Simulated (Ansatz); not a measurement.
# GaSb: the cost of one run

Method: DFT PBE, scalar-relativistic, plane waves, PAW, in Ansatz 0.2.0.

## (1) The system as given

It takes space group I-4m2 (No. 119, tetragonal). Conventional cell: a = 5.507 Å, b = 5.507 Å, c = 3.181 Å, α = 90.00°, β = 90.00°, γ = 90.00°. Ga (site symmetry -4m2) has 4 Sb at 2.87 Å and 2 Ga at 3.18 Å as nearest neighbours. Sb (site symmetry -4m2) has 4 Ga at 2.87 Å and 2 Sb at 3.18 Å as nearest neighbours.

Coordinates:

```cif
data_structure
_symmetry_space_group_name_H-M 'P 1'
_symmetry_Int_Tables_number 1
_cell_length_a 4.2063
_cell_length_b 4.2063
_cell_length_c 4.2063
_cell_angle_alpha 98.222
_cell_angle_beta 98.222
_cell_angle_gamma 135.559
_cell_volume 48.24
loop_
_atom_site_label
_atom_site_type_symbol
_atom_site_fract_x
_atom_site_fract_y
_atom_site_fract_z
_atom_site_occupancy
Ga1 Ga 0.75000 0.25000 0.50000 1
Sb1 Sb 0.00000 0.00000 0.00000 1
```

The start is a polymorph listed in a database, not an invented cell.

## (2) A first look at the guess

File input.yaml:

```yaml
crystal:
  lattice:
    - [-2.75343394, 2.75343394, 1.59070694]
    - [2.75343394, -2.75343394, 1.59070694]
    - [2.75343394, 2.75343394, -1.59070694]
  atoms:
    - { symbol: Ga, position: [0.75, 0.25, 0.5] }
    - { symbol: Sb, position: [0.0, 0.0, 0.0] }
basis:
  ecutwfc: 420
kpoints:
  mp_grid: { grid: [6, 6, 6] }
hamiltonian:
  xc: pbe
scf:
  occupations: { method: gaussian, width: 0.1 }
  lower_state_search: "off"
output:
  forces: true
  stress: true
  eigenvalues: true
```

Run with:

```sh
$ ansatz run input.yaml --threads 1 --pin off --max-ram 2560MiB --backend cpu --events-out ev --progress --plain --runs-dir out
```

What time and memory should one allow on 1 thread of Intel Xeon at 2.70GHz, shared host?

About 3.3 s, with a peak of 0.36 GiB.
